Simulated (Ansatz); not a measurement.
Runs of Ansatz 0.2.0 on Te2Pt (Moncheite). Symmetry: P-3m1, No. 164, trigonal system. The conventional cell has a = 4.010 Å, b = 4.010 Å, c = 5.201 Å, α = 90.00°, β = 90.00°, γ = 120.00°. Pt (site symmetry -3m) has 6 Te at 2.66 Å as nearest neighbours. Te (site symmetry 3m) is surrounded by 3 Pt at 2.66 Å. 

```tsv
task	level	cell	k mesh	atoms under strain	gap on the mesh (eV)	pressure (GPa)	relaxed volume (Å³/atom)
relaxation of cell and atoms	BLYP+D4	relaxed	8 × 8 × 5	-	none	0.0	(a)
phonons	LDA	as given	6 × 6 × 4	-	none	-	-
elastic constants	LDA	as given	6 × 6 × 4	relaxed	none	-0.6	-
relaxation of cell and atoms	BLYP+D3(BJ)	relaxed	8 × 8 × 5	-	none	0.0	24.45
```

Alike in all rows: potentials or basis Ansatz PAW; no spin polarisation; cutoff (eV) 420; smearing fermi-dirac 0.05 eV.

Question: Estimate the missing entries.

Answer: (a) 24.94.

Caveats: the PAW data sets come from PBE, with cores solved anew for the run's functional, which leaves a small shift of forces and pressure; the plane-wave basis is chosen anew once the cell has moved, so the energies of steps on either side of that aren't comparable (some runs); pairwise dispersion overbinds metals, which lowers pressure and volume (some runs); elastic constants of metals need much finer meshes, so these are rough (some runs).

A k mesh can miss the band edges, and the runs leave out spin-orbit coupling on Pt, Te.

A gap of «none» marks a metal or a gap under the smearing width.

Runs at the PBE level aren't shown here.
